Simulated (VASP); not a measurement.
# ZnO (zincite) (P6_3mc) in VASP: further runs

One crystal, ZnO (zincite), is run at these levels: PBE; tasks: relaxation of cell and atoms, relaxation of shape and atoms at fixed volume.

Program: VASP 6.6.1. These are calculated values, not measurements. Logs are shortened: lines on timing, memory, paths and dates and some standing lists are left out, and cuts for length are marked.

### 1 Starting point

It takes space group P6_3mc (No. 186, hexagonal). The conventional cell has a = 3.249 Å, b = 3.249 Å, c = 5.206 Å, α = 90.00°, β = 90.00°, γ = 120.00°. Around Zn (site symmetry 3m) lie 4 O at 1.97 to 1.98 Å. O (site symmetry 3m) is surrounded by 4 Zn at 1.97 to 1.98 Å.

### 2 Relaxation of cell and atoms, PBE

The input, INCAR:

```
SYSTEM = ZnO
PREC = Accurate
ENCUT = 300
EDIFF = 1E-6
ISMEAR = 0
SIGMA = 0.03
LREAL = .FALSE.
LASPH = .TRUE.
NELM = 80
ALGO = Normal
ISIF = 3
LWAVE = .FALSE.
LCHARG = .FALSE.
GGA = PE
IBRION = 2
NSW = 90
EDIFFG = -0.01
```

The input, KPOINTS:

```
Automatic mesh
0
G
  5 5 3
  0 0 0
```

The input, POSCAR:

```
ZnO
1.0
    3.2493080000      0.0000000000      0.0000000000
   -1.6246540000      2.8139832727      0.0000000000
    0.0000000000      0.0000000000      5.2057090000
Zn O
2 2
Direct
    0.3333333333      0.6666666667      0.5000000000
    0.6666666667      0.3333333333      0.0000000000
    0.6666666667      0.3333333333      0.3790100000
    0.3333333333      0.6666666667      0.8790100000
```

Potentials or basis: VASP PAW PBE potentials, release 64 (Zn, O_s).

On the command line:

```
$ cat potpaw_PBE.64/Zn/POTCAR potpaw_PBE.64/O_s/POTCAR > POTCAR
$ mpirun -np 1 vasp_std > vasp.out
```

OUTCAR:

```text
SYSTEM = ZnO
   PREC = Accurate
   ENCUT = 300
   EDIFF = 1E-6
   ISMEAR = 0
   LREAL = .FALSE.
   LASPH = .TRUE.
   NELM = 80
   ISIF = 3
   GGA = PE
   IBRION = 2
   NSW = 90
   EDIFFG = -0.01

 ion  position               nearest neighbor table
   1  0.333  0.667  0.500-   4 1.97   3 1.98   3 1.98   3 1.98
   2  0.667  0.333  0.000-   3 1.97   4 1.98   4 1.98   4 1.98
   3  0.667  0.333  0.379-   2 1.97   1 1.98   1 1.98   1 1.98
   4  0.333  0.667  0.879-   1 1.97   2 1.98   2 1.98   2 1.98

  LATTYP: Found a hexagonal cell.
 ALAT       =     3.2493080000
 C/A-ratio  =     1.6020977390

  Lattice vectors:

 A1 = (   3.2493080000,   0.0000000000,   0.0000000000)
 A2 = (  -1.6246540000,   2.8139832727,   0.0000000000)
 A3 = (   0.0000000000,   0.0000000000,   5.2057090000)

Analysis of symmetry for initial positions (statically):
=====================================================================
 Subroutine PRICEL returns:
 Original cell was already a primitive cell.

 Routine SETGRP: Setting up the symmetry group for a
 hexagonal supercell.

 Subroutine GETGRP returns: Found 12 space group operations
 (whereof  6 operations were pure point group operations)
 out of a pool of 24 trial point group operations.

The static configuration has the point symmetry C_3v.
 The point group associated with its full space group is C_6v.

Analysis of symmetry for dynamics (positions and initial velocities):
=====================================================================
 Subroutine PRICEL returns:
 Original cell was already a primitive cell.

 Routine SETGRP: Setting up the symmetry group for a
 hexagonal supercell.

 Subroutine GETGRP returns: Found 12 space group operations
 (whereof  6 operations were pure point group operations)
 out of a pool of 24 trial point group operations.

The dynamic configuration has the point symmetry C_3v.
 The point group associated with its full space group is C_6v.

 Subroutine INISYM returns: Found 12 space group operations
 (whereof  6 operations are pure point group operations),
 and found     1 'primitive' translations

----------------------------------------------------------------------------------------

                                     Primitive cell

  volume of cell :      47.5984

  direct lattice vectors                    reciprocal lattice vectors
     3.249308000  0.000000000  0.000000000     0.307757836  0.177684070  0.000000000
    -1.624654000  2.813983273  0.000000000     0.000000000  0.355368139  0.000000000
     0.000000000  0.000000000  5.205709000     0.000000000  0.000000000  0.192096792

  length of vectors
     3.249308000  3.249308000  5.205709000     0.355368139  0.355368139  0.192096792

  position of ions in fractional coordinates (direct lattice)
     0.333333333  0.666666667  0.500000000
     0.666666667  0.333333333  0.000000000
     0.666666667  0.333333333  0.379010000
     0.333333333  0.666666667  0.879010000

  ion indices of the primitive-cell ions
   primitive index   ion index
                 1           1
                 2           2
                 3           3
                 4           4

----------------------------------------------------------------------------------------

 KPOINTS: Automatic mesh

Automatic generation of k-mesh.
 Grid dimensions read from file:
 generate k-points for:    5    5    3

 Generating k-lattice:

  Cartesian coordinates                     Fractional coordinates (reciprocal lattice)
     0.061551567  0.035536814  0.000000000     0.200000000  0.000000000  0.000000000
     0.000000000  0.071073628  0.000000000     0.000000000  0.200000000  0.000000000
     0.000000000  0.000000000  0.064032264     0.000000000  0.000000000  0.333333333

  Length of vectors
     0.071073628  0.071073628  0.064032264

  Shift w.r.t. Gamma in fractional coordinates (k-lattice)
     0.000000000  0.000000000  0.000000000

 Subroutine IBZKPT returns following result:
 ===========================================

 Found     10 irreducible k-points:

 Following reciprocal coordinates:
            Coordinates               Weight
  0.000000  0.000000  0.000000      1.000000
  0.200000 -0.000000  0.000000      6.000000
  0.400000 -0.000000  0.000000      6.000000
  0.200000  0.200000  0.000000      6.000000
  0.400000  0.200000  0.000000      6.000000
  0.000000  0.000000  0.333333      2.000000
  0.200000 -0.000000  0.333333     12.000000
  0.400000 -0.000000  0.333333     12.000000
  0.200000  0.200000  0.333333     12.000000
  0.400000  0.200000  0.333333     12.000000
   k-points           NKPTS =     10   k-points in BZ     NKDIM =     10   number of bands    NBANDS=     22
   number of dos      NEDOS =    301   number of ions     NIONS =      4
   total plane-waves  NPLWV =   9720
   dimension x,y,z NGX =    18 NGY =   18 NGZ =   30
   dimension x,y,z NGXF=    36 NGYF=   36 NGZF=   60
   ions per type =               2   2
   NGX,Y,Z   is equivalent  to a cutoff of   9.21,  9.21,  9.58 a.u.
   NGXF,Y,Z  is equivalent  to a cutoff of  18.42, 18.42, 19.16 a.u.
 SYSTEM =  ZnO
   PREC   = accura    normal or accurate (medium, high low for compatibility)
   ISTART =      0    job   : 0-new  1-cont  2-samecut
   ICHARG =      2    charge: 1-file 2-atom 10-const
   ISPIN  =      1    spin polarized calculation?
   LNONCOLLINEAR =      F non collinear calculations
   LSORBIT =      F    spin-orbit coupling
   LASPH  =      T    aspherical Exc in radial PAW
   ENCUT  =  300.0 eV  22.05 Ry    4.70 a.u.   4.59  4.59  7.35*2*pi/ulx,y,z
   NELM   =     80;   NELMIN=  2; NELMDL= -5     # of ELM steps
   EDIFF  = 0.1E-05   stopping-criterion for ELM
   LREAL  =      F    real-space projection
   EDIFFG = -.1E-01   stopping-criterion for IOM
   NSW    =     90    number of steps for IOM
   IBRION =      2    ionic relax: 0-MD 1-quasi-New 2-CG
   NFREE  =      1    steps in history (QN), initial steepest desc. (CG)
   ISIF   =      3    stress and relaxation
   ISYM   =      2    0-nonsym 1-usesym 2-fastsym
   POTIM  = 0.5000    time-step for ionic-motion
   TEBEG  =    0.0;   TEEND  =   0.0 temperature during run
   PSTRESS=    0.0 pullay stress
   NELECT =      36.0000    total number of electrons
   NUPDOWN=      -1.0000    fix difference up-down
   EMIN   =  10.00;   EMAX   =-10.00  energy-range for DOS
   EFERMI =   0.00;   METHOD = LEGACY
   ISMEAR =     0;   SIGMA  =   0.03  broadening in eV -4-tet -1-fermi 0-gaus
   EFERMI_NEDOS =   21; number of points for ismear=-14 and -15
   IALGO  =     38    algorithm
   IMIX   =      4    mixing-type and parameters
     AMIX     =   0.40;   BMIX     =  1.00
     AMIX_MAG =   1.60;   BMIX_MAG =  1.00
  volume/ion in A,a.u.               =      11.90        80.30
  Fermi-wavevector in a.u.,A,eV,Ry     =   1.491574  2.818667 30.270160  2.224794
  Thomas-Fermi vector in A             =   2.604212
   LORBIT       =      0    0 simple, 1 ext, 2 COOP (PROOUT), +10 PAW based schemes
   GGA     = PE    functional components
   LHFCALC =     F    Hartree Fock is set to
   AEXX    =    0.0000 exact exchange contribution
   IVDW    =     0    specifies the selected vdW correction
   LEPSILON=     F    determine dielectric tensor
   LRPA    =     F    only Hartree local field effects (RPA)
 conjugate gradient relaxation of ions
 non-spin polarized calculation
 Gauss-broadening in eV      SIGMA  =   0.03
  energy-cutoff  :      300.00
  volume of cell :       47.60
 maximum number of plane-waves:       578
 NGX is ok and might be reduce to    18
   NGX =  9   NGY =  9   NGZ = 15

--------------------------------------- Ionic step        1  -------------------------------------------

 number of electron      36.0000194 magnetization

 Free energy of the ion-electron system (eV)
  ---------------------------------------------------
  ext. energy  EPLUGINS =         0.00000000
  ---------------------------------------------------
  free energy    TOTEN  =       -17.80587535 eV

  energy without entropy =      -17.80587535  energy(sigma->0) =      -17.80587535

------------------------ aborting loop because EDIFF is reached ----------------------------------------

  FORCE on cell =-STRESS in cart. coord.  units (eV):
  Direction    XX          YY          ZZ          XY          YZ          ZX
  --------------------------------------------------------------------------------------
  -------------------------------------------------------------------------------------
  Total        1.2556394      1.2556394      1.7517312      0.0000000      0.0000000      0.0000000
  in kB       42.2652318     42.2652318     58.9638422      0.0000000      0.0000000      0.0000000
  external PRESSURE =      47.8314353 kB  Pullay stress =       0.0000000 kB

 VOLUME and BASIS-vectors are now :
 -----------------------------------------------------------------------------
  energy-cutoff  :      300.00
  volume of cell :       47.60
      direct lattice vectors                 reciprocal lattice vectors
     3.249308000  0.000000000  0.000000000     0.307757836  0.177684070  0.000000000
    -1.624654000  2.813983273  0.000000000     0.000000000  0.355368139  0.000000000
     0.000000000  0.000000000  5.205709000     0.000000000  0.000000000  0.192096792
[... 229 lines left out ...]
 POSITION                                       TOTAL-FORCE (eV/Angst)
 -----------------------------------------------------------------------------------
     -0.00000      1.89190      2.63424         0.000000     -0.000000      0.004812
      1.63844      0.94595      5.27082        -0.000000      0.000000      0.004812
      1.63844      0.94595      2.00092         0.000000      0.000000     -0.004812
     -0.00000      1.89190      4.63749        -0.000000     -0.000000     -0.004812
 -----------------------------------------------------------------------------------
    total drift:                               -0.000000     -0.000000     -0.005843

  FREE ENERGIE OF THE ION-ELECTRON SYSTEM (eV)
  ---------------------------------------------------
  free  energy   TOTEN  =       -17.8295196060 eV

  energy  without entropy=      -17.8295196060  energy(sigma->0) =      -17.82951961

--------------------------------------- Ionic step        8  -------------------------------------------

 number of electron      36.0000067 magnetization

 Free energy of the ion-electron system (eV)
  ---------------------------------------------------
  ext. energy  EPLUGINS =         0.00000000
  ---------------------------------------------------
  free energy    TOTEN  =       -17.82955164 eV

  energy without entropy =      -17.82955164  energy(sigma->0) =      -17.82955164

 E-fermi :   1.3197     XC(G=0): -10.7494

 val. band max:        1.1698111731   @ k =   0.0000   0.0000   0.0000
 cond. band min:       1.9005264414   @ k =   0.0000   0.0000   0.0000
 fundamental gap:      0.7307152683
 Fermi energy:         1.3196643614

 k-point     1 :       0.0000    0.0000    0.0000
  band No.  band energies     occupation
      1     -16.6783      2.00000
      2     -15.9982      2.00000
      3      -4.3739      2.00000
      4      -4.3739      2.00000
      5      -4.3233      2.00000
      6      -4.2402      2.00000
[... 14 lines left out ...]
     21       9.2728      0.00000
     22      13.9067      0.00000
[... 245 lines left out ...]
 POSITION                                       TOTAL-FORCE (eV/Angst)
 -----------------------------------------------------------------------------------
     -0.00000      1.89246      2.63617        -0.000000     -0.000000      0.006311
      1.63892      0.94623      5.27454         0.000000     -0.000000      0.006311
      1.63892      0.94623      2.00215         0.000000      0.000000     -0.006311
     -0.00000      1.89246      4.64052        -0.000000      0.000000     -0.006311
 -----------------------------------------------------------------------------------
    total drift:                               -0.000000     -0.000001     -0.003413

  FREE ENERGIE OF THE ION-ELECTRON SYSTEM (eV)
  ---------------------------------------------------
  free  energy   TOTEN  =       -17.8295516384 eV

  energy  without entropy=      -17.8295516384  energy(sigma->0) =      -17.82955164

 reached required accuracy - stopping structural energy minimisation
```

Wall time 47 s (1 thread of Intel Xeon Platinum 8488C (Sapphire Rapids), shared host); peak memory 0.12 GiB.

The run converged, but some of its settings lie outside the range that counts as converged, so its numbers aren't taken as properties of the crystal.

Results:

```
Free energy                            : -17.8296 eV
Relaxed volume                         : 12.27 Å³/atom
Relaxed cell                           : a = 3.278 Å, b = 3.278 Å, c = 5.277 Å, α = 90.00°, β = 90.00°, γ = 120.00°
Space group after relaxing (to 0.05 Å) : P6_3mc (No. 186)
Energy gained by relaxing              : 5.9 meV/atom
Ionic steps                            : 8
Largest force after relaxing           : 0.006 eV/Å
Band gap on the k mesh                 : 0.73 eV, direct
```

Caveat: the k mesh is coarse (spacing up to 0.45 Å⁻¹), so the values aren't converged; the cutoff is under 1.25 times the usual one of these potentials, so pressure, stress and relaxed cells hold a basis-set (Pulay) error.

### 3 Relaxation of cell and atoms, PBE

This run uses another cell than the first one, of 12.27 Å³/atom, 1.032 times its volume.

Changes to INCAR since step 2:

```diff
@@ -3,3 +3,3 @@
 ENCUT = 300
-EDIFF = 1E-6
+EDIFF = 1E-7
 ISMEAR = 0
@@ -16,2 +16,2 @@
 NSW = 90
-EDIFFG = -0.01
+EDIFFG = -0.005
```

KPOINTS is that of step 2.

The input, POSCAR:

```
ZnO                                     
1.0
    3.2778394342     -0.0000000000      0.0000000000
   -1.6389197171      2.8386922195     -0.0000000000
    0.0000000000     -0.0000000000      5.2767515980
  Zn              O             
     2     2
Direct
     0.3333333332999970    0.6666666667000030    0.4995816477996189
     0.6666666667000030    0.3333333332999970    0.9995816477996189
     0.6666666667000030    0.3333333332999970    0.3794283522003820
     0.3333333332999970    0.6666666667000030    0.8794283522003821
```

Potentials or basis: VASP PAW PBE potentials, release 64 (Zn, O_s).

On the command line:

```
$ cat potpaw_PBE.64/Zn/POTCAR potpaw_PBE.64/O_s/POTCAR > POTCAR
$ mpirun -np 1 vasp_std > vasp.out
```

Run time: 45 s. Hardware: 1 thread of Intel Xeon Platinum 8488C (Sapphire Rapids), shared host; peak memory 0.13 GiB.

The run converged, but some of its settings lie outside the range that counts as converged, so its numbers aren't taken as properties of the crystal.

What came out:

```
Free energy                            : -17.8440 eV
Relaxed volume                         : 12.31 Å³/atom
Relaxed cell                           : a = 3.279 Å, b = 3.279 Å, c = 5.288 Å, α = 90.00°, β = 90.00°, γ = 120.00°
Space group after relaxing (to 0.05 Å) : P6_3mc (No. 186)
Energy gained by relaxing              : 0.1 meV/atom
Ionic steps                            : 6
Band gap on the k mesh                 : 0.72 eV, direct
```

Caveat: the k mesh is coarse (spacing up to 0.44 Å⁻¹), so the values aren't converged; the cutoff is under 1.25 times the usual one of these potentials, so pressure, stress and relaxed cells hold a basis-set (Pulay) error.

(Continued in part 2 of 2.)
